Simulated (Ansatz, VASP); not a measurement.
# MoS2 (2H-MoS2, 1 layer) in two plane-wave programs

Wanted: the spread between two codes on one cell, functional and k mesh. The structure shown is the start of the Ansatz relaxation below; VASP solves that cell, so the two are compared at the walk's first step.

Main program and level: Ansatz 0.2.0; plane waves, with VASP 6.6.1 beside it; single point at PBE.

## Step 1: Starting point

The cell holds 3 atoms: 2 S and 1 Mo. Cell: a = 3.180 Å, b = 3.180 Å, c = 19.263 Å, α = 90.0°, β = 90.0°, γ = 120.0°. Vacuum lies along c.

## Step 2: Ansatz: relaxation, PBE

Ansatz runs on its default PAW (the set named soft_2) files.

The two programs are compared at the cell with which this relaxation starts, whose forces are those of its first step.

The input, input.yaml:

```yaml
crystal:
  lattice:
    - [3.18, 0.0, 0.0]
    - [-1.59, 2.753960784, 0.0]
    - [0.0, 0.0, 19.262597738]
  atoms:
    - { symbol: S, position: [0.3333333333, 0.6666666667, 0.4153126234] }
    - { symbol: Mo, position: [0.0, 0.0, 0.5] }
    - { symbol: S, position: [0.3333333333, 0.6666666667, 0.5846873766] }
kpoints:
  mp_grid: { grid: [12, 12, 1] }
hamiltonian:
  xc: pbe
scf:
  occupations: { method: fermi_dirac, width: 0.05 }
  convergence: { dr2_threshold: 1.0e-08 }
efield:
  axis: 3
  dipole_correction: true
  ramp_position: 0.97
  ramp_width: 0.04
relax:
  f_tol: 0.01
  cell: { fix: [c, alpha, beta] }
output:
  write_potential: true
  write_density: true
  volumetric_format: npy
```

Started as:

```
ansatz run input.yaml --threads 4 --pin off --max-ram 8192MiB --backend cpu --events-out ev --progress --plain --runs-dir out
```

Numbers of over 12 decimals in the logs are rounded to 6 here.

The program printed:

```text
Warning: relax.cell: scf.convergence.dr2_threshold = 1e-8 eV is looser than the 3e-10 eV advised for a relaxation that steers and ends on the stress (1e-10 eV for each atom of the cell: 3). What an SCF threshold leaves in a stress goes as its square root, and in the free energy as the threshold itself, and one threshold admits the most on a small cell: [figures from the program's tests cut] Set scf.convergence.dr2_threshold to 3e-10 eV or tighter. The threshold is an SCF's pass mark: one that does not reach it within its budget of iterations ends unconverged, or closes short of it on a stop that the run arms, and scf.convergence.dr2_threshold's page says what that costs each kind of run
Engine: ansatz 0.2.0, aarch64-unknown-linux-gnu
Pseudopotentials: kind: paw
Pseudopotential: S, paw, valence charge 6, recommended cutoff 420 eV (normal), S.paw.azcp
Pseudopotential: Mo, paw, valence charge 14, recommended cutoff 420 eV (normal), Mo.paw.azcp
Functional definition: PBE
  parameter kappa = 0.804
  parameter beta = 0.066725
  exchange = pbe_x(kappa = kappa, mu = beta*pi^2/3)
  correlation = pbe_c(beta = beta)
Crystal: 3 atoms, lattice volume = 168.694 Å³
Basis set: ecut = 420 eV, 3317 PW (Γ), exchange–correlation on 48×48×270 points (8 copies of the dense FFT grid, shifted against one another)
Bands: 17, of which v1, the nominal top of the filled ones, is band 13 counted from 1 (12 counted from 0)
Symmetry: 6 space group operations
k-points: 19 of 144 (time reversal used)
Non-local potential: S, projectors of the file, l = 0: 2, l = 1: 2, l = 2: 2
Non-local potential: Mo, projectors of the file, l = 0: 3, l = 1: 2, l = 2: 2, l = 3: 1
PAW form: soft (Blöchl's): semilocal exchange-correlation on the pseudo side does not see the compensation charge
PAW one-centre angular grid: S, 110 points (default); XC on 64 Gauss nodes
PAW one-centre angular grid: Mo, 590 points (default); XC on 64 Gauss nodes
Initial density: superposition of atomic densities (neutral atoms: chi_scale 0, normalization atom), corrected by the library's trained network
Initial wavefunctions: pseudopotential atomic-orbital guess
Functional: x = pbe(κ = 0.804, μ = 0.219515), c = pbe(β = 0.066725)
SCF iter   1: F=—  HF=-6762.728133 eV  |F-HF|=—  |Δ(HF+E_count)|=         —  Δρ=3.08e-3  dr2=5.03e-3  ethr=1.77e-3  p=0.000 e·Å  D=3.50e-4 V/Å  ΔV_dip=-0.01 eV  dr2_dipole=1.17e-6  V_vac-E_F(+/−)=5.12/5.13 eV  ⟨swp⟩=9.8  Hψ=2337  notcnv=0
efield: sawtooth ramp at fractional position 0.9700 (set: `efield.ramp_position`, or a place that a band, a saddle search or an elastic batch's reference lends), width 0.0400; the density the first Hamiltonian is built on has a dipole p = 0.000 e·Å; the dipole correction subtracts the counter field D = 3.50e-4 V/Å, which shifts the + side's vacuum level by -0.01 eV against the − side's; the planar-averaged density in the ramp window peaks in size at 3.9e-5 e/Å³
preconditioner: auto → none  [insulator: Δε(μ)=1.673 eV  Ē_g=7.767 eV  σ=0.050 eV  W_gap=1.00  n_scr=12 (ndim 8)  ℏωp=12.1 eV  f_vac=0.644  D(μ)=0.00/eV (n_scr^D=0)  ε∞_Penn≈3.4]
SCF iter   2: F=—  HF=-6762.735278 eV  |F-HF|=—  |Δ(HF+E_count)|=   7.14e-3  Δρ=1.92e-3  dr2=8.14e-3  ethr=1.94e-5  p=-0.000 e·Å  D=-4.42e-4 V/Å  ΔV_dip=0.01 eV  dr2_dipole=2.09e-5  V_vac-E_F(+/−)=5.14/5.13 eV  ⟨swp⟩=2.4  Hψ=769  notcnv=0
SCF iter   3: F=—  HF=-6762.737771 eV  |F-HF|=—  |Δ(HF+E_count)|=   2.49e-3  Δρ=1.93e-3  dr2=1.61e-2  ethr=1.94e-5  p=0.002 e·Å  D=1.75e-3 V/Å  ΔV_dip=-0.03 eV  dr2_dipole=1.88e-4  V_vac-E_F(+/−)=4.98/5.01 eV  ⟨swp⟩=2.2  Hψ=578  notcnv=0
SCF iter   4: F=—  HF=-6762.736135 eV  |F-HF|=—  |Δ(HF+E_count)|=   1.64e-3  Δρ=1.03e-3  dr2=1.15e-3  ethr=1.94e-5  p=-0.001 e·Å  D=-9.00e-4 V/Å  ΔV_dip=0.02 eV  dr2_dipole=6.22e-5  V_vac-E_F(+/−)=5.06/5.04 eV  ⟨swp⟩=2.0  Hψ=402  notcnv=0
SCF iter   5: F=—  HF=-6762.737048 eV  |F-HF|=—  |Δ(HF+E_count)|=   9.13e-4  Δρ=1.95e-4  dr2=5.50e-5  ethr=4.44e-6  p=0.000 e·Å  D=3.07e-4 V/Å  ΔV_dip=-0.01 eV  dr2_dipole=7.06e-6  V_vac-E_F(+/−)=5.03/5.04 eV  ⟨swp⟩=2.4  Hψ=456  notcnv=0
SCF iter   6: F=—  HF=-6762.737143 eV  |F-HF|=—  |Δ(HF+E_count)|=   9.55e-5  Δρ=5.19e-5  dr2=5.51e-6  ethr=2.11e-7  p=-0.000 e·Å  D=-3.15e-5 V/Å  ΔV_dip=0.00 eV  dr2_dipole=5.67e-8  V_vac-E_F(+/−)=5.04/5.04 eV  ⟨swp⟩=2.3  Hψ=492  notcnv=0
SCF iter   7: F=—  HF=-6762.737106 eV  |F-HF|=—  |Δ(HF+E_count)|=   3.69e-5  Δρ=1.08e-5  dr2=1.14e-7  ethr=2.12e-8  p=0.000 e·Å  D=5.86e-7 V/Å  ΔV_dip=-0.00 eV  dr2_dipole=2.98e-10  V_vac-E_F(+/−)=5.04/5.04 eV  ⟨swp⟩=2.3  Hψ=511  notcnv=0
[...]
SCF iter   6: F=—  HF=-6762.816000 eV  |F-HF|=—  |Δ(HF+E_count)|=   5.44e-8  Δρ=4.64e-6  dr2=2.46e-7  ethr=5.82e-10  p=0.000 e·Å  D=3.63e-5 V/Å  ΔV_dip=-0.00 eV  dr2_dipole=6.66e-8  V_vac-E_F(+/−)=5.09/5.09 eV  ⟨swp⟩=2.2  Hψ=470  notcnv=0
SCF iter   7: F=—  HF=-6762.815999 eV  |F-HF|=—  |Δ(HF+E_count)|=   2.41e-8  Δρ=1.62e-6  dr2=2.64e-8  ethr=5.82e-10  p=0.000 e·Å  D=1.25e-5 V/Å  ΔV_dip=-0.00 eV  dr2_dipole=7.08e-9  V_vac-E_F(+/−)=5.09/5.09 eV  ⟨swp⟩=1.6  Hψ=338  notcnv=0
SCF iter   8: F=-6762.815999 eV  HF=-6762.815999 eV  |F-HF|=2.73e-11  |Δ(HF+E_count)|=   1.88e-9  Δρ=2.42e-7  dr2=8.80e-11  ethr=3.85e-11  p=0.000 e·Å  D=2.79e-6 V/Å  ΔV_dip=-0.00 eV  dr2_dipole=9.00e-12  V_vac-E_F(+/−)=5.09/5.09 eV  ⟨swp⟩=9.1  Hψ=2084  notcnv=0
SCF 4 converged in 8 iterations: F = -6762.815999 eV  dr2 = 8.80e-11
relax step   4: F+E_penalty+E_count = -6762.81599948 eV  Δ(F+E_penalty+E_count) = -4.054e-4 eV  max|allowed force component| = 6.140e-3 eV/Å  Δτ_max = 0.0035 Å  P = -0.013 GPa  Ω = 169.205 Å³  energy of the carried Pulay correction = -1.709e-5 eV  fix = [c, alpha, beta]  reactions: c -0.019 GPa  (8 SCF iters, accepted)
Initial wavefunctions: pseudopotential atomic-orbital guess (no wavefunctions were taken with the density)
iter 1 solved again at ethr=7.54e-8 eV; its pass at ethr=3.10e-3 eV (dr2=1.96e-5 eV) is discarded
SCF iter   1: F=—  HF=-6762.816030 eV  |F-HF|=—  |Δ(HF+E_count)|=         —  Δρ=1.67e-5  dr2=1.18e-8  ethr=7.54e-8  p=0.000 e·Å  D=2.79e-6 V/Å  ΔV_dip=-0.00 eV  dr2_dipole=1.62e-11  V_vac-E_F(+/−)=5.09/5.09 eV  ⟨swp⟩=4.3  Hψ=3627  notcnv=0
efield: sawtooth ramp at fractional position 0.9700 (set: `efield.ramp_position`, or a place that a band, a saddle search or an elastic batch's reference lends), width 0.0400; the density the first Hamiltonian is built on has a dipole p = 0.000 e·Å; the dipole correction subtracts the counter field D = 2.79e-6 V/Å, which shifts the + side's vacuum level by -0.00 eV against the − side's; the planar-averaged density in the ramp window peaks in size at 2.5e-6 e/Å³
preconditioner: auto → none  [insulator: Δε(μ)=1.657 eV  Ē_g=8.019 eV  σ=0.050 eV  W_gap=1.00  n_scr=12 (ndim 8)  ℏωp=12.1 eV  f_vac=0.652  D(μ)=0.00/eV (n_scr^D=0)  ε∞_Penn≈3.3]
SCF iter   2: F=—  HF=-6762.815972 eV  |F-HF|=—  |Δ(HF+E_count)|=   5.80e-5  Δρ=8.35e-6  dr2=4.70e-9  ethr=3.85e-11  p=-0.000 e·Å  D=-1.55e-7 V/Å  ΔV_dip=0.00 eV  dr2_dipole=3.75e-10  V_vac-E_F(+/−)=5.09/5.09 eV  ⟨swp⟩=9.9  Hψ=2875  notcnv=0
SCF iter   3: F=—  HF=-6762.816006 eV  |F-HF|=—  |Δ(HF+E_count)|=   3.38e-5  Δρ=3.53e-6  dr2=5.77e-8  ethr=1.81e-11  p=0.000 e·Å  D=1.81e-5 V/Å  ΔV_dip=-0.00 eV  dr2_dipole=1.43e-8  V_vac-E_F(+/−)=5.09/5.09 eV  ⟨swp⟩=3.7  Hψ=659  notcnv=0  recentre
SCF iter   4: F=-6762.816016 eV  HF=-6762.816014 eV  |F-HF|=2.68e-6  |Δ(HF+E_count)|=   7.32e-6  Δρ=1.23e-6  dr2=3.03e-9  ethr=1.81e-11  p=-0.000 e·Å  D=-9.57e-7 V/Å  ΔV_dip=0.00 eV  dr2_dipole=6.40e-10  V_vac-E_F(+/−)=5.09/5.09 eV  ⟨swp⟩=7.3  Hψ=2269  notcnv=0
SCF 5 converged in 4 iterations: F = -6762.816016 eV  dr2 = 3.03e-9
relax step   5: F+E_penalty+E_count = -6762.81601626 eV  Δ(F+E_penalty+E_count) = -1.677e-5 eV  max|allowed force component| = 6.154e-3 eV/Å  Δτ_max = 0.0000 Å  P = -0.013 GPa  Ω = 169.205 Å³  fix = [c, alpha, beta]  reactions: c -0.018 GPa  stress off target by 1.01e-2 GPa on what of the cell is left free  SCF on the basis re-selected at this cell (its energy is not comparable with the rows above)  (4 SCF iters)
basis re-selected at this cell: Δ(F+E_penalty+E_count) = -1.677e-5 eV, ΔP = +0.000 GPa vs the last step (what re-selecting the basis moved, of the pressure what is left beyond the Pulay correction that the steps carried, after the strain that the cell walked since its last selection, with what the two solves' SCF thresholds leave and, on support functions, any second-order correction that the steps lacked; it is no m [...]
WARN: The input density's exchange-correlation potential varies sharply where the density is thin. Do not read a vacuum level from v_tot or v_xc, or from such a field of the output density. On a cell that repeats whose density bears no net charge and no dipole along the vacuum's axis use v_es (v_loc + v_h of the components); under efield.dipole_correction with no amplitude use v_es + v_field, which holds any external [...]
SCF converged after 4 iterations
Free energy (F): -6762.816016 eV
Harris-Foulkes:  -6762.816014 eV  (|F-HF|=2.68e-6)
Internal energy: -6762.816016 eV  (E = F + TS)
E sigma→0 (E₀):  -6762.816016 eV
Fermi energy:    0.030891 eV
Dipole field:    D = 0.000036 V/Å  (p = 0.000034 e·Å, saw-weighted, corrected)
Work function:   Φ+ = 5.0919 eV   Φ− = 5.0925 eV
Levels:          The Fermi level and band energies are counted from a zero that moves with the ramp; work functions are not
--- Per-component energies (eV) ---
  E_band       = -442.843921
  E_kinetic    = 654.872944
  E_local      = -15152.109989  (includes V_loc(G=0)·N_el)
  E_nonlocal   = 199.059942
  E_hartree    = 7206.464833
  E_xc         = -378.026990
  E_vxc        = -404.333284  (∫ρ·V_xc dr)
  E_paw        = -4401.469108  (= ΣΔE_a)
  E_vpaw       = -153.266054  (= ΣTr[D̂ρ^β])
  E_aug_tail   = 0.000043  (compensation charges beyond the density's cutoff)
  E_efield     = 0.000000  (sawtooth field / dipole correction)
  E_vefield    = -0.000180  (∫n·V_field dr)
  E_ewald      = 5108.392309
  E_smearing   = -0.000000  (= −TS)
  E_closure    = 0.000000  (closes the sum)
  Σ components = -6762.816016   (vs F -6762.816016, Δ=0.00e0)
--- Forces (eV/Å), atoms counted from 1 ---
  atom   1  S      0.00000000     0.00000000     0.00615007
  atom   2  Mo     0.00000000     0.00000000    -0.00002979
  atom   3  S      0.00000000     0.00000000    -0.00613106
  max |Σ_I F_I| component: 1.08e-5 eV/Å
--- Stress (GPa, compression-positive) ---
       -0.010078       0.000000       0.000000
       -0.000000      -0.010078       0.000000
        0.000000       0.000000      -0.018184
  P = ⅓ Tr σ = -0.0128 GPa (-0.128 kbar)
--- Band table (eV; the first three rows and the last of 19) ---
  k-point 0: bands = [... 9 lower, -2.5831, -2.3207, -2.3207, -0.8181, 1.9359, 1.9359, 2.1829, 2.1829]
  k-point 1: bands = [... 9 lower, -3.0748, -2.4830, -1.9852, -0.8700, 1.8027, 1.9074, 2.0677, 2.1144]
  k-point 2: bands = [... 9 lower, -3.0202, -2.8657, -1.8930, -1.1040, 1.4780, 1.7491, 1.7997, 2.5240]
  k-point 18: bands = [... 9 lower, -4.3586, -3.6789, -2.9586, -0.8364, 0.8388, 2.2422, 2.7086, 4.0243]
--- Relaxed structure (4 steps of the walk, 4 accepted, 1 SCFs on fresh bases) ---
  F+E_penalty+E_count = -6762.81601626 eV   max|allowed force component| = 6.154e-3 eV/Å   (the final SCF, on the basis selected at the relaxed cell)
  cell:  # Å, volume = 169.2047 Å³
    - [3.184809, 0, 0]
    - [-1.592405, 2.758126, 0]
    - [0, 0, 19.262597738]
  atoms:
    - { symbol: S, position: [0.333333, 0.666667, 0.418860] }
    - { symbol: Mo, position: [0, -2.878355989888597e-17, 0.500000] }
    - { symbol: S, position: [0.333333, 0.666667, 0.581140] }
```

[end of part 1 of 2]

[Lines on the potential files, build, host, timing and source positions are cut from VASP's logs without a mark.]

[Logs are printed without paths, hosts, clocks, repeated set-up lines and the standing remarks that a program may print on its own settings, such as how far it seeks lower states.]

[Hosts, paths, dates, database ids (printed as entryN), source tags and the programs' standing remarks are cut or masked in the printed files.]
